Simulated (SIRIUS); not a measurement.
Ta2C in SIRIUS: convergence with smearing width

Input of the first run (smearing width 0.4 eV); the others differ in this setting and in those tied to it:

Contents of sirius.json:

```json
{
  "control": {
    "processing_unit": "cpu",
    "verbosity": 2,
    "num_bands_to_print": 23,
    "print_forces": true,
    "print_stress": true
  },
  "parameters": {
    "electronic_structure_method": "pseudopotential",
    "xc_functionals": ["XC_LDA_X", "XC_LDA_C_PW"],
    "gk_cutoff": 6.4,
    "pw_cutoff": 20.0,
    "ngridk": [8, 8, 5],
    "shiftk": [0, 0, 0],
    "smearing": "methfessel_paxton",
    "smearing_width": 0.0146997289,
    "num_bands": 23,
    "num_mag_dims": 0,
    "num_dft_iter": 100,
    "energy_tol": 1e-08,
    "density_tol": 1e-06
  },
  "iterative_solver": {
    "type": "davidson",
    "min_tolerance": 1e-10
  },
  "mixer": {
    "type": "anderson",
    "beta": 0.7,
    "max_history": 8
  },
  "settings": {
    "tol_ne": 1e-10
  },
  "unit_cell": {
    "lattice_vectors": [
      [5.869300370475, 0.0, 0.0],
      [-2.934650185238, 5.082963223246, 0.0],
      [0.0, 0.0, 9.347341302849]
    ],
    "atom_coordinate_units": "lattice",
    "atom_types": ["Ta", "C"],
    "atom_files": {
      "Ta": "Ta.json",
      "C": "C.json"
    },
    "atoms": {
      "Ta": [
        [0.6666666667, 0.3333333333, 0.74799],
        [0.3333333333, 0.6666666667, 0.25201]
      ],
      "C": [
        [0.0, 0.0, 0.0]
      ]
    }
  }
}
```

Potentials or basis: GBRV 1.5 LDA (ultrasoft).

Command:

```bash
$ upf_to_json ta_lda_v1.uspp.F.UPF
$ upf_to_json c_lda_v1.2.uspp.F.UPF
$ OMP_NUM_THREADS=1 sirius.scf --input=sirius.json --output=out.json --task=0
```

Hardware: 1 thread of Arm Neoverse V1, on a shared host.

Problem. The values tried are 0.4 eV, 0.3 eV, 0.2 eV, 0.136 eV, 0.1 eV, 0.05 eV, 0.025 eV, 0.01 eV, loosest first. From which on does the largest force stay within 0.005 eV/Å of the tightest run that finished?

Solution. From 0.3 eV on.

| smearing width | pressure (GPa) | largest force (eV/Å) | SCF cycles | CPU time (s) | peak memory (GiB) |
| --- | --- | --- | --- | --- | --- |
| 0.4 eV | -9.88 | 0.065 | 19 | 52 | 0.47 |
| 0.3 eV | -9.87 | 0.063 | 19 | 53 | 0.47 |
| 0.2 eV | -9.90 | 0.059 | 18 | 51 | 0.47 |
| 0.136 eV | -9.93 | 0.062 | 19 | 53 | 0.47 |
| 0.1 eV | -9.93 | 0.061 | 19 | 52 | 0.47 |
| 0.05 eV | -9.93 | 0.059 | 19 | 53 | 0.47 |
| 0.025 eV | -9.93 | 0.059 | 19 | 53 | 0.47 |
| 0.01 eV | -9.93 | 0.059 | 18 | 52 | 0.47 |

Against the tightest run, the pressure stays within 0.1 GPa from 0.4 eV on. Narrower smearing needs a denser k mesh, so at a fixed mesh the narrowest width isn't the most accurate. The tightest run that finished is the yardstick and may itself not be fully converged.

Caveat, for the tightest run too: this version's Methfessel-Paxton entropy term is faulty, so the free energy in the log is wrong and no energy is listed. Spin-orbit coupling is left out, which matters for the levels of Ta.
